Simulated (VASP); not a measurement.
# CdTe (F-43m) in VASP: further runs, part 2 of 2

VASP 6.6.1. Earlier steps stand in the parts before.

## Step 3: Dielectric tensor, HSE06

The input, POSCAR:

```
CdTe
1.0
    0.0000000000      3.2050000000      3.2050000000
    3.2050000000      0.0000000000      3.2050000000
    3.2050000000      3.2050000000      0.0000000000
Te Cd
1 1
Direct
    0.7500000000      0.7500000000      0.7500000000
    0.0000000000      0.0000000000      0.0000000000
```

The input, INCAR.step1:

```
SYSTEM = CdTe
ALGO = Normal
EDIFF = 1E-5
ENCUT = 520
GGA = PE
ISIF = 2
ISMEAR = 0
LASPH = .True.
LCHARG = .False.
LREAL = .False.
LWAVE = .True.
NELM = 80
PREC = Accurate
SIGMA = 0.02
```

The input, INCAR.step2:

```
SYSTEM = CdTe
ALGO = Normal
EDIFF = 1E-8
ENCUT = 520
GGA = PE
HFSCREEN = 0.2
ISIF = 2
ISMEAR = 0
ISTART = 1
LASPH = .True.
LCALCEPS = .True.
LCHARG = .False.
LHFCALC = .True.
LREAL = .False.
LWAVE = .False.
NELM = 80
PREC = Accurate
PRECFOCK = Fast
SIGMA = 0.02
```

The input, KPOINTS:

```
k-points
0
Gamma
  4 4 4
  0 0 0
```

Potentials or basis: VASP PAW PBE potentials, release 64 (Te, Cd).

Started as:

```console
$ cat potpaw_PBE.64/Te/POTCAR potpaw_PBE.64/Cd/POTCAR > POTCAR
$ cp INCAR.step1 INCAR
$ mpirun -np 1 vasp_std > vasp.out
$ cp INCAR.step2 INCAR
$ mpirun -np 1 vasp_std > vasp.out
```

OUTCAR:

```text
SYSTEM = CdTe
   EDIFF = 1E-8
   ENCUT = 520
   GGA = PE
   HFSCREEN = 0.2
   ISIF = 2
   ISMEAR = 0
   ISTART = 1
   LASPH = .True.
   LHFCALC = .True.
   LREAL = .False.
   NELM = 80
   PREC = Accurate
   PRECFOCK = Fast

 ion  position               nearest neighbor table
   1  0.750  0.750  0.750-   2 2.78   2 2.78   2 2.78   2 2.78
   2  0.000  0.000  0.000-   1 2.78   1 2.78   1 2.78   1 2.78

  LATTYP: Found a face centered cubic cell.
 ALAT       =     6.4100000000

  Lattice vectors:

 A1 = (   0.0000000000,   3.2050000000,   3.2050000000)
 A2 = (   3.2050000000,   0.0000000000,   3.2050000000)
 A3 = (   3.2050000000,   3.2050000000,   0.0000000000)

Analysis of symmetry for initial positions (statically):
=====================================================================
 Subroutine PRICEL returns:
 Original cell was already a primitive cell.

[... 571 lines left out ...]
  y    -0.00000    -0.00000    -0.00000     0.00000     0.00000     2.36598
  z     0.00000     0.00000     0.00000     2.36598     0.00000     0.00000

 PIEZOELECTRIC TENSOR (including local field effects) (C/m^2)
          XX          YY          ZZ          XY          YZ          ZX
  --------------------------------------------------------------------------------
  x     0.00000     0.00000     0.00000     0.00000     0.57571     0.00000
  y    -0.00000    -0.00000    -0.00000     0.00000     0.00000     0.57571
  z     0.00000     0.00000     0.00000     0.57571     0.00000     0.00000

 BORN EFFECTIVE CHARGES (including local field effects) (in |e|, cummulative output)
 ---------------------------------------------------------------------------------
 ion    1
    1    -2.13086    -0.00000     0.00000
    2    -0.00000    -2.13086    -0.00000
    3     0.00000    -0.00000    -2.13086
 ion    2
    1     2.13086    -0.00000    -0.00000
    2     0.00000     2.13086     0.00000
    3    -0.00000     0.00000     2.13086

  FORCE on cell =-STRESS in cart. coord.  units (eV):
  Direction    XX          YY          ZZ          XY          YZ          ZX
  --------------------------------------------------------------------------------------
  -------------------------------------------------------------------------------------
  Total        1.4575026      1.4575026      1.4575026      0.0000000      0.0000000      0.0000000
  in kB       35.4654782     35.4654782     35.4654782      0.0000000      0.0000000      0.0000000
  external PRESSURE =      35.4654782 kB  Pullay stress =       0.0000000 kB

 VOLUME and BASIS-vectors are now :
 -----------------------------------------------------------------------------
  energy-cutoff  :      520.00
  volume of cell :       65.84
      direct lattice vectors                 reciprocal lattice vectors
     0.000000000  3.205000000  3.205000000    -0.156006240  0.156006240  0.156006240
     3.205000000  0.000000000  3.205000000     0.156006240 -0.156006240  0.156006240
     3.205000000  3.205000000  0.000000000     0.156006240  0.156006240 -0.156006240

 POSITION                                       TOTAL-FORCE (eV/Angst)
 -----------------------------------------------------------------------------------
      4.80750      4.80750      4.80750         0.000000      0.000000      0.000000
      0.00000      0.00000      0.00000        -0.000000     -0.000000     -0.000000
 -----------------------------------------------------------------------------------
    total drift:                                0.000002      0.000001      0.000001

  FREE ENERGIE OF THE ION-ELECTRON SYSTEM (eV)
  ---------------------------------------------------
  free  energy   TOTEN  =        -5.9592179179 eV

  energy  without entropy=       -5.9592179179  energy(sigma->0) =       -5.95921792
```

OUTCAR.step1:

```text
SYSTEM = CdTe
   EDIFF = 1E-5
   ENCUT = 520
   GGA = PE
   ISIF = 2
   ISMEAR = 0
[... 333 lines left out ...]
      4.80750      4.80750      4.80750         0.000000      0.000000      0.000000
      0.00000      0.00000      0.00000        -0.000000     -0.000000     -0.000000
 -----------------------------------------------------------------------------------
    total drift:                                0.000000      0.000000      0.000000

  FREE ENERGIE OF THE ION-ELECTRON SYSTEM (eV)
  ---------------------------------------------------
  free  energy   TOTEN  =        -4.6609425602 eV

  energy  without entropy=       -4.6609425602  energy(sigma->0) =       -4.66094256
```

OSZICAR.step1:

```text
N       E                     dE             d eps       ncg     rms          rms(c)
DAV:   1     0.104178957220E+03    0.10418E+03   -0.84429E+03   208   0.121E+03
DAV:   2    -0.818739022688E+00   -0.10500E+03   -0.10104E+03   223   0.282E+02
DAV:   3    -0.485807537132E+01   -0.40393E+01   -0.40293E+01   248   0.589E+01
DAV:   4    -0.490275873006E+01   -0.44683E-01   -0.44680E-01   279   0.505E+00
DAV:   5    -0.490308990606E+01   -0.33118E-03   -0.33117E-03   243   0.355E-01    0.598E+00
DAV:   6    -0.467708771517E+01    0.22600E+00   -0.47753E-01   248   0.939E+00    0.483E+00
DAV:   7    -0.465944451228E+01    0.17643E-01   -0.13460E-01   218   0.274E+00    0.185E+00
DAV:   8    -0.466041560027E+01   -0.97109E-03   -0.12294E-02   228   0.155E+00    0.551E-01
DAV:   9    -0.466080796518E+01   -0.39236E-03   -0.99167E-04   236   0.384E-01    0.145E-01
DAV:  10    -0.466089738735E+01   -0.89422E-04   -0.15680E-04   228   0.121E-01    0.569E-02
DAV:  11    -0.466094385124E+01   -0.46464E-04   -0.88318E-05   218   0.739E-02    0.318E-02
DAV:  12    -0.466094256022E+01    0.12910E-05   -0.38134E-06   164   0.221E-02
   1 F= -.46609426E+01 E0= -.46609426E+01  d E =-.210406E-15
```

Wall time 70 min (1 thread of Intel Xeon Platinum 8488C (Sapphire Rapids), shared host); peak memory 0.38 GiB.

What came out:

```yaml
Band_gap_on_the_k_mesh: 1.69 eV, direct
Electronic_dielectric_tensor_diagonal: 6.68
Born_charges_mean_of_the_diagonal: Te -2.13; Cd +2.13 e
```

Levels at points of the mesh, in eV from the valence-band top:
| k point | band 6 | band 7 | band 8 | band 9 | band 10 | band 11 | band 12 | band 13 |
| --- | --- | --- | --- | --- | --- | --- | --- | --- |
| (0.00, 0.00, 0.00) | -9.42 | 0.00 | 0.00 | 0.00 | 1.69 | 5.47 | 5.47 | 5.47 |
| (0.50, 0.00, 0.00) | -8.94 | -4.95 | -0.88 | -0.88 | 2.68 | 6.06 | 6.06 | 8.02 |
| (0.50, 0.50, 0.00) | -8.74 | -4.79 | -2.13 | -2.13 | 3.21 | 3.48 | 10.22 | 10.58 |

Electronic dielectric tensor:
```
6.68 0.00 0.00
0.00 6.68 0.00
0.00 0.00 6.68
```

Born effective charge tensors (e):
atom 1, Te
```
-2.13  0.00  0.00
 0.00 -2.13  0.00
 0.00  0.00 -2.13
```
atom 2, Cd
```
2.13 0.00 0.00
0.00 2.13 0.00
0.00 0.00 2.13
```

Dipole moments of the cell (e·Å, modulo the quantum): ionic -9.615, -9.615, -9.615; electronic -0.028, -0.028, -0.007

Caveat: the k mesh is coarse (spacing up to 0.42 Å⁻¹), so the values aren't converged, least of all with exact exchange; the PAW data sets were made with another functional, which shifts forces and pressure a little; spin-orbit coupling is left out, which moves the levels of the heavy elements.
